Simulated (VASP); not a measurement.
# How SCF threshold and PAW data sets change a VASP run on ScAl3

How sensitive are energy, pressure and forces of ScAl3 to the SCF threshold and PAW data sets? The atoms are off their equilibrium sites, so that forces can be compared too. The series runs use PBE. The SCF threshold tried: EDIFF = 0.01; EDIFF = 0.001; EDIFF = 1E-04; EDIFF = 1E-05; EDIFF = 1E-06; EDIFF = 1E-08. The PAW data sets tried: minimal 64: Sc_sv Al; recommended 54: Sc_sv Al; gw 64: Sc_sv_GW Al_GW. The atoms of the start are displaced at random from the sites of a Pm-3m cell.

Calculated with VASP 6.6.1; PBE; plane waves and PAW (Sc_sv, Al), in the first sound run; inputs show where later runs differ.

### Step 1. The starting structure

The structure is triclinic, space group P1 (No. 1). Conventional cell: a = 4.088 Å, b = 4.088 Å, c = 4.088 Å, α = 90.00°, β = 90.00°, γ = 90.00°. Nearest to Sc lie 12 Al at 2.82 to 2.96 Å. Nearest to Al lie 4 Sc at 2.82 to 2.96 Å and 8 Al at 2.84 to 2.95 Å. Nearest to Al lie 8 Al at 2.85 to 2.94 Å and 4 Sc at 2.87 to 2.91 Å. Nearest to Al lie 8 Al at 2.84 to 2.95 Å and 4 Sc at 2.85 to 2.93 Å. Farther neighbours are not listed.

Structure file:

```cif
data_structure
_symmetry_space_group_name_H-M 'P 1'
_symmetry_Int_Tables_number 1
_cell_length_a 4.0878
_cell_length_b 4.0878
_cell_length_c 4.0878
_cell_angle_alpha 90.000
_cell_angle_beta 90.000
_cell_angle_gamma 90.000
_cell_volume 68.31
loop_
_atom_site_label
_atom_site_type_symbol
_atom_site_fract_x
_atom_site_fract_y
_atom_site_fract_z
_atom_site_occupancy
Sc1 Sc 0.00430 0.99952 0.99338 1
Al2 Al 0.49763 0.99880 0.51184 1
Al3 Al 0.98723 0.50111 0.49913 1
Al4 Al 0.50018 0.50798 0.00181 1
```

### Step 2. SCF threshold: EDIFF = 0.01

EDIFF stops the electronic loop; forces need it tighter than energies do. PBE, the usual starting point, adds the gradient of the density.

Input file INCAR:

```
SYSTEM = ScAl3
PREC = Accurate
ENCUT = 400
EDIFF = 0.01
NELM = 100
ISMEAR = -1
SIGMA = 0.05
LREAL = .FALSE.
ALGO = Normal
GGA = PE
NBANDS = 16
LASPH = .TRUE.
LORBIT = 11
LWAVE = .FALSE.
LCHARG = .FALSE.
KPAR = 4
ISIF = 2
```

Input file POSCAR:

```
ScAl3
1.0
    4.0878065700      0.0000000000      0.0000000000
    0.0000000000      4.0878065700      0.0000000000
    0.0000000000      0.0000000000      4.0878065700
Sc Al
1 3
Direct
    0.0042950000     -0.0004760000     -0.0066160000
    0.4976340000     -0.0011980000      0.5118430000
   -0.0127730000      0.5011080000      0.4991260000
    0.5001760000      0.5079810000      0.0018120000
```

Input file KPOINTS:

```
Automatic mesh
0
Gamma
5 5 5
0 0 0
```

PAW data sets: Sc_sv and Al (PBE family, release 64).

Run with:

```bash
$ mpirun -np 4 vasp_std
```

Output:

```text
[banner, memory and clock lines left out]
running    4 mpi-ranks, on    1 nodes
 distrk:  each k-point on    1 cores,    4 groups
 distr:  one band on    1 cores,    1 groups

 POSCAR found type information on POSCAR ScAl
 POSCAR found :  2 types and       4 ions
 LDA part: xc-table for (Slater+PW92), standard interpolation
 POSCAR, INCAR and KPOINTS ok, starting setup
 FFT: planning ... GRIDC
 FFT: planning ... GRID_SOFT
 FFT: planning ... GRID
 WAVECAR not read
 entering main loop
       N       E                     dE             d eps       ncg     rms          rms(c)
DAV:   1     0.918854834074E+02    0.91885E+02   -0.73267E+03  2024   0.928E+02
DAV:   2    -0.155407808413E+02   -0.10743E+03   -0.10514E+03  2040   0.286E+02
DAV:   3    -0.202030707879E+02   -0.46623E+01   -0.44571E+01  3096   0.527E+01
DAV:   4    -0.202906027336E+02   -0.87532E-01   -0.87478E-01  2600   0.825E+00
DAV:   5    -0.202931667069E+02   -0.25640E-02   -0.25638E-02  2656   0.131E+00    0.888E+00
DAV:   6    -0.193455519452E+02    0.94761E+00   -0.45365E+00  3368   0.222E+01    0.312E+00
DAV:   7    -0.193037262562E+02    0.41826E-01   -0.10277E-01  2680   0.258E+00    0.182E+00
DAV:   8    -0.192815666500E+02    0.22160E-01   -0.33116E-02  2768   0.146E+00    0.222E-01
DAV:   9    -0.192813382752E+02    0.22837E-03   -0.22639E-03  1280   0.567E-01
   1 F= -.19281338E+02 E0= -.19274085E+02  d E =-.145074E-01
```

Elapsed: 11 s, on 4 MPI ranks of Intel Xeon Platinum 8488C (Sapphire Rapids), shared host; peak memory 0.7 GiB.

The logs omit lines about the potential files and the build; timing stands in the text.

OUTCAR, selected parts (step 2):

```text
ion  position               nearest neighbor table
   1  0.004  1.000  0.993-   2 2.82   4 2.85   2 2.86   3 2.87   4 2.88   3 2.88   3 2.90   4 2.90
                             3 2.91   2 2.93   4 2.93   2 2.96
   2  0.498  0.999  0.512-   1 2.82   4 2.84   3 2.85   1 2.86   3 2.87   4 2.89   4 2.89   3 2.91
                             1 2.93   3 2.93   4 2.95   1 2.96
   3  0.987  0.501  0.499-   4 2.85   2 2.85   4 2.86   2 2.87   1 2.87   1 2.88   1 2.90   1 2.91
                             2 2.91   4 2.92   2 2.93   4 2.94
   4  0.500  0.508  0.002-   2 2.84   3 2.85   1 2.85   3 2.86   1 2.88   2 2.89   2 2.89   1 2.90
                             3 2.92   1 2.93   3 2.94   2 2.95

  LATTYP: Found a simple cubic cell.
 ALAT       =     4.0878065700

 Subroutine GETGRP returns: Found  1 space group operations
 (whereof  1 operations were pure point group operations)

The static configuration has the point symmetry C_1 .

 Found     63 irreducible k-points:

   k-points           NKPTS =     63   k-points in BZ     NKDIM =     63   number of bands    NBANDS=     16

   dimension x,y,z NGX =    28 NGY =   28 NGZ =   28
   dimension x,y,z NGXF=    56 NGYF=   56 NGZF=   56

   ENCUT  =  400.0 eV  29.40 Ry    5.42 a.u.   6.67  6.67  6.67*2*pi/ulx,y,z

   NELECT =      20.0000    total number of electrons

 k-points in reciprocal lattice and weights: Automatic mesh
   0.00000000  0.00000000  0.00000000       0.008
   0.20000000  0.00000000  0.00000000       0.016
   0.00000000  0.20000000  0.00000000       0.016
   0.00000000  0.00000000  0.20000000       0.016
   0.40000000  0.00000000  0.00000000       0.016
   0.00000000  0.40000000  0.00000000       0.016
   0.00000000  0.00000000  0.40000000       0.016
   0.20000000  0.20000000  0.00000000       0.016
   0.00000000  0.20000000  0.20000000       0.016
[...]
-0.40000000 -0.40000000  0.40000000       0.016
   0.40000000 -0.40000000  0.40000000       0.016

 average (electrostatic) potential at core
       1 -43.2188       2 -73.0917       3 -73.0938       4 -73.0907

 E-fermi :   7.3987

 k-point     1 :       0.0000    0.0000    0.0000
  band No.  band energies     occupation
    ...
      6       4.6292      2.00000
      7       4.6466      2.00000
      8       5.4627      2.00000
      9       5.4644      2.00000
     10       5.4726      2.00000
     11       8.5452      0.00000
     12       8.5586      0.00000
     13       8.5653      0.00000
     14       8.5707      0.00000
     15      12.0034      0.00000
    ...

 k-point     2 :       0.2000    0.0000    0.0000
  band No.  band energies     occupation
    ...
      6       2.7200      2.00000
      7       4.9296      2.00000
      8       5.4974      2.00000
      9       5.5012      2.00000
     10       6.6188      2.00000
     11       8.3918      0.00000
     12       8.3946      0.00000
     13       8.6823      0.00000
     14       9.7254      0.00000
     15      10.2006      0.00000
    ...

 k-point     3 :       0.0000    0.2000    0.0000
  band No.  band energies     occupation
    ...
      6       2.7188      2.00000
      7       4.9151      2.00000
      8       5.5036      2.00000
      9       5.5094      2.00000
     10       6.6243      2.00000
     11       8.3754      0.00000
     12       8.4054      0.00000
     13       8.6888      0.00000
     14       9.7164      0.00000
     15      10.2001      0.00000
    ...

  Total        0.4862318      0.3972626      0.4265866     -0.0236316     -0.0165676     -0.0366543
  in kB       11.4046750      9.3178831     10.0056846     -0.5542853     -0.3885960     -0.8597353
  external PRESSURE =      10.2427475 kB  Pullay stress =       0.0000000 kB

  energy-cutoff  :      400.00
  volume of cell :       68.31
      direct lattice vectors                 reciprocal lattice vectors
     4.087806570  0.000000000  0.000000000     0.244629970  0.000000000  0.000000000
     0.000000000  4.087806570  0.000000000     0.000000000  0.244629970  0.000000000
     0.000000000  0.000000000  4.087806570     0.000000000  0.000000000  0.244629970

 POSITION                                       TOTAL-FORCE (eV/Angst)
 -----------------------------------------------------------------------------------
      0.01756      4.08586      4.06076        -0.251922      0.184034      0.471991
      2.03423      4.08291      2.09232         0.042895      0.098687     -0.432449
      4.03559      2.04843      2.04033         0.238367     -0.046328     -0.080117
      2.04462      2.07653      0.00741        -0.029341     -0.236393      0.040575
 -----------------------------------------------------------------------------------
    total drift:                                0.001568     -0.005028     -0.011470

  FREE ENERGIE OF THE ION-ELECTRON SYSTEM (eV)
  ---------------------------------------------------
  free  energy   TOTEN  =       -19.2813382752 eV

  energy  without entropy=      -19.2668308325  energy(sigma->0) =      -19.27408455

 total charge
# of ion       s       p       d       tot
------------------------------------------
    1        2.185   6.141   1.292   9.618
    2        0.417   0.382   0.000   0.799
    3        0.417   0.381   0.000   0.798
    4        0.417   0.382   0.000   0.798
--------------------------------------------------
tot          3.435   7.286   1.292  12.014

[... 3 further parts left out ...]
```

The k-mesh is coarse for a metal.

This step gave:

| Property | Result |
| --- | --- |
| SCF cycles | 9 |
| electrons | 20 |
| bands | 16 |
| irreducible k-points | 63 |
| symmetry operations | 1 |
| free energy (TOTEN) | -19.28 eV |
| energy at zero smearing | -19.27 eV |
| Fermi energy | 7.399 eV |
| pressure | 1.024 GPa |
| metallic | yes |

The series starts at -4.8185 eV an atom and 1.02 GPa, after 9 cycles in 11 s.

### Step 3. SCF threshold: EDIFF = 0.001

INCAR: that of step 2 with these lines changed.

```diff
@@ -3,3 +3,3 @@
 ENCUT = 400
-EDIFF = 0.01
+EDIFF = 0.001
 NELM = 100
```

POSCAR is that of step 2.

KPOINTS is that of step 2.

Run with:

```bash
$ mpirun -np 4 vasp_std
```

Output:

```text
[... set-up lines as in an earlier step ...]
 entering main loop
       N       E                     dE             d eps       ncg     rms          rms(c)
[... 4 cycles as in an earlier step ...]
DAV:   5    -0.202932639286E+02   -0.26612E-02   -0.26611E-02  3032   0.131E+00    0.888E+00
DAV:   6    -0.193455485144E+02    0.94772E+00   -0.45305E+00  3368   0.222E+01    0.312E+00
DAV:   7    -0.193037208957E+02    0.41828E-01   -0.10270E-01  2696   0.257E+00    0.182E+00
DAV:   8    -0.192816269786E+02    0.22094E-01   -0.33584E-02  3320   0.145E+00    0.245E-01
DAV:   9    -0.192814171108E+02    0.20987E-03   -0.28057E-03  2528   0.565E-01
   1 F= -.19281417E+02 E0= -.19274160E+02  d E =-.145135E-01
```

Wall time 11 s (4 MPI ranks); peak memory 0.72 GiB; 43 s of CPU time.

OUTCAR, selected parts (step 3):

```text
  Total        0.4230847      0.3387579      0.3696840     -0.0233738     -0.0169776     -0.0346254
  in kB        9.9235455      7.9456417      8.6710198     -0.5482380     -0.3982142     -0.8121467
  external PRESSURE =       8.8467357 kB  Pullay stress =       0.0000000 kB

 POSITION                                       TOTAL-FORCE (eV/Angst)
 -----------------------------------------------------------------------------------
      0.01756      4.08586      4.06076        -0.253846      0.188178      0.481491
      2.03423      4.08291      2.09232         0.043450      0.095356     -0.433659
      4.03559      2.04843      2.04033         0.239057     -0.046886     -0.081852
      2.04462      2.07653      0.00741        -0.028661     -0.236649      0.034020
 -----------------------------------------------------------------------------------
    total drift:                               -0.000750      0.003021      0.005371

  FREE ENERGIE OF THE ION-ELECTRON SYSTEM (eV)
  ---------------------------------------------------
  free  energy   TOTEN  =       -19.2814171108 eV

  energy  without entropy=      -19.2669036094  energy(sigma->0) =      -19.27416036

[... 2 parts as in an earlier step ...]

[... 1 further part left out ...]
[key lines of the parts left out:]
E-fermi :   7.3997
```

Against the run before the energy moves by -0.02 meV an atom and the pressure by -0.14 GPa, after 9 cycles in 11 s.

### Step 4. SCF threshold: EDIFF = 1E-04

INCAR: that of step 3 with these lines changed.

```diff
@@ -3,3 +3,3 @@
 ENCUT = 400
-EDIFF = 0.001
+EDIFF = 1E-04
 NELM = 100
```

POSCAR is that of step 3.

KPOINTS is that of step 3.

Run with:

```bash
$ mpirun -np 4 vasp_std
```

Output:

```text
[... set-up lines as in an earlier step ...]
 entering main loop
       N       E                     dE             d eps       ncg     rms          rms(c)
[... 4 cycles as in an earlier step ...]
DAV:   5    -0.202932647745E+02   -0.26620E-02   -0.26620E-02  3056   0.131E+00    0.888E+00
DAV:   6    -0.193455495823E+02    0.94772E+00   -0.45306E+00  3368   0.222E+01    0.312E+00
DAV:   7    -0.193037212953E+02    0.41828E-01   -0.10270E-01  2696   0.257E+00    0.182E+00
DAV:   8    -0.192816270171E+02    0.22094E-01   -0.33586E-02  3320   0.145E+00    0.245E-01
DAV:   9    -0.192814173370E+02    0.20968E-03   -0.28088E-03  2632   0.565E-01    0.118E-01
DAV:  10    -0.192813397476E+02    0.77589E-04   -0.24761E-04  2296   0.172E-01
   1 F= -.19281340E+02 E0= -.19274099E+02  d E =-.144812E-01
```

Wall time 13 s (4 MPI ranks); peak memory 0.71 GiB.

Parts of OUTCAR (step 4):

```text
  Total        0.5409191      0.4587187      0.4896796     -0.0225430     -0.0178202     -0.0326365
  in kB       12.6873773     10.7593493     11.4855445     -0.5287517     -0.4179770     -0.7654966
  external PRESSURE =      11.6440903 kB  Pullay stress =       0.0000000 kB

 POSITION                                       TOTAL-FORCE (eV/Angst)
 -----------------------------------------------------------------------------------
      0.01756      4.08586      4.06076        -0.252242      0.186076      0.477465
      2.03423      4.08291      2.09232         0.042626      0.096146     -0.432146
      4.03559      2.04843      2.04033         0.239072     -0.046273     -0.080510
      2.04462      2.07653      0.00741        -0.029456     -0.235949      0.035190
 -----------------------------------------------------------------------------------
    total drift:                                0.001244      0.000413      0.000457

  FREE ENERGIE OF THE ION-ELECTRON SYSTEM (eV)
  ---------------------------------------------------
  free  energy   TOTEN  =       -19.2813397476 eV

  energy  without entropy=      -19.2668585195  energy(sigma->0) =      -19.27409913

[... 2 parts as in an earlier step ...]

[... 1 further part left out ...]
[key lines of the parts left out:]
E-fermi :   7.3955
```

Against the run before the energy moves by +0.02 meV an atom and the pressure by +0.28 GPa, after 10 cycles in 13 s.

### Step 5. SCF threshold: EDIFF = 1E-05

INCAR: that of step 4 with these lines changed.

```diff
@@ -3,3 +3,3 @@
 ENCUT = 400
-EDIFF = 1E-04
+EDIFF = 1E-05
 NELM = 100
```

POSCAR is that of step 4.

KPOINTS is that of step 4.

Run with:

```bash
$ mpirun -np 4 vasp_std
```

Output:

```text
[... set-up lines as in an earlier step ...]
 entering main loop
       N       E                     dE             d eps       ncg     rms          rms(c)
[... 9 cycles as in an earlier step ...]
DAV:  10    -0.192813441078E+02    0.73229E-04   -0.29124E-04  3312   0.172E-01    0.587E-02
DAV:  11    -0.192813464014E+02   -0.22936E-05   -0.30919E-05  2264   0.514E-02
   1 F= -.19281346E+02 E0= -.19274101E+02  d E =-.144913E-01
```

It took 14 s on 4 MPI ranks; peak memory 0.72 GiB.

From OUTCAR (step 5):

```text
  Total        0.5167324      0.4330286      0.4635525     -0.0229654     -0.0171897     -0.0336341
  in kB       12.1200740     10.1567823     10.8727284     -0.5386588     -0.4031872     -0.7888955
  external PRESSURE =      11.0498616 kB  Pullay stress =       0.0000000 kB

 POSITION                                       TOTAL-FORCE (eV/Angst)
 -----------------------------------------------------------------------------------
      0.01756      4.08586      4.06076        -0.253041      0.185831      0.477278
      2.03423      4.08291      2.09232         0.042997      0.096858     -0.432656
      4.03559      2.04843      2.04033         0.239125     -0.046525     -0.081089
      2.04462      2.07653      0.00741        -0.029081     -0.236163      0.036467
 -----------------------------------------------------------------------------------
    total drift:                                0.000326     -0.000949     -0.001714

  FREE ENERGIE OF THE ION-ELECTRON SYSTEM (eV)
  ---------------------------------------------------
  free  energy   TOTEN  =       -19.2813464014 eV

  energy  without entropy=      -19.2668551094  energy(sigma->0) =      -19.27410076

[... 2 parts as in an earlier step ...]

[... 1 further part left out ...]
[key lines of the parts left out:]
E-fermi :   7.3967
```

Against the run before the energy stays within 0.01 meV an atom; the pressure moves by -0.06 GPa, after 11 cycles in 14 s.

### Step 6. SCF threshold: EDIFF = 1E-06

INCAR: that of step 5 with these lines changed.

```diff
@@ -3,3 +3,3 @@
 ENCUT = 400
-EDIFF = 1E-05
+EDIFF = 1E-06
 NELM = 100
```

POSCAR is that of step 5.

KPOINTS is that of step 5.

Run with:

```bash
$ mpirun -np 4 vasp_std
```

Output:

```text
[... set-up lines as in an earlier step ...]
 entering main loop
       N       E                     dE             d eps       ncg     rms          rms(c)
[... 10 cycles as in an earlier step ...]
DAV:  11    -0.192813466907E+02   -0.25829E-05   -0.33809E-05  3248   0.514E-02    0.257E-02
DAV:  12    -0.192813399599E+02    0.67308E-05   -0.48991E-05  3408   0.766E-02    0.453E-03
DAV:  13    -0.192813399189E+02    0.40997E-07   -0.22419E-06  2192   0.164E-02
   1 F= -.19281340E+02 E0= -.19274099E+02  d E =-.144828E-01
```

It took 17 s on 4 MPI ranks; peak memory 0.71 GiB.

Parts of OUTCAR (step 6):

```text
  Total        0.5652686      0.4817443      0.5122886     -0.0229855     -0.0171088     -0.0337218
  in kB       13.2585020     11.2994206     12.0158428     -0.5391295     -0.4012916     -0.7909534
  external PRESSURE =      12.1912551 kB  Pullay stress =       0.0000000 kB

 POSITION                                       TOTAL-FORCE (eV/Angst)
 -----------------------------------------------------------------------------------
      0.01756      4.08586      4.06076        -0.253062      0.186322      0.478094
      2.03423      4.08291      2.09232         0.042919      0.096801     -0.433001
      4.03559      2.04843      2.04033         0.239296     -0.046739     -0.081428
      2.04462      2.07653      0.00741        -0.029153     -0.236384      0.036335
 -----------------------------------------------------------------------------------
    total drift:                                0.000085     -0.000179     -0.000343

  FREE ENERGIE OF THE ION-ELECTRON SYSTEM (eV)
  ---------------------------------------------------
  free  energy   TOTEN  =       -19.2813399189 eV

  energy  without entropy=      -19.2668571640  energy(sigma->0) =      -19.27409854

[... 2 parts as in an earlier step ...]

[... 1 further part left out ...]
[key lines of the parts left out:]
E-fermi :   7.3954
```

Against the run before the energy stays within 0.01 meV an atom; the pressure moves by +0.11 GPa, after 13 cycles in 17 s.

[end of part 1 of 2]

[Lines on the potential files, build, host, timing and source positions are cut from VASP's logs without a mark.]

[Logs are printed without paths, hosts, clocks, repeated set-up lines and the standing remarks that a program may print on its own settings, such as how far it seeks lower states.]

[Hosts, paths, dates, database ids (printed as entryN), source tags and the programs' standing remarks are cut or masked in the printed files.]

[A measured line is paired with the nearest computed mode of its activity, which favours agreement.]
